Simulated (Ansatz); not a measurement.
# GaSb: equation of state with LDA

Crystal: GaSb.

```
Sb Ga
1.0
    -2.75343    2.75343    1.59071
     2.75343   -2.75343    1.59071
     2.75343    2.75343   -1.59071
Sb Ga
1 1
Direct
  0.00000 0.00000 0.00000
  0.75000 0.25000 0.50000
```

Measurements of this composition are mostly on another form, of space group No. 216.

- Program: Ansatz 0.2.0
- Task: equation of state
- Functional: LDA
- Potentials or basis: all-electron LAPW, scalar-relativistic
- Basis error allowed: 0.001 eV/atom
- k mesh: 10 × 10 × 10
- Occupations: fermi-dirac, width 0.05 eV
- Spin: no spin polarisation

```yaml
Equilibrium_volume: "22.29 Å³/atom (rough: see the caveat)"
Bulk_modulus_at_fixed_shape_and_positions: 65 GPa (rough)
```

Energy against volume, from the lowest point:
| volume (Å³/atom) | energy (meV/atom) |
| --- | --- |
| 22.672 | 0.00 |
| 23.155 | 5.06 |
| 23.637 | 13.53 |
| 24.120 | 25.01 |
| 24.602 | 39.17 |
| 25.084 | 55.68 |
| 25.567 | 74.26 |

All runs of the series together: 6 min on 1 thread of Arm Neoverse V1 (shared host).

Caveat: the minimum lies outside the volumes run; the cell was scaled at fixed shape and fractional positions, which overstates the stiffness of a crystal with free parameters, most of all of layers and chains. Spin-orbit coupling is left out, which matters for the levels of Sb.
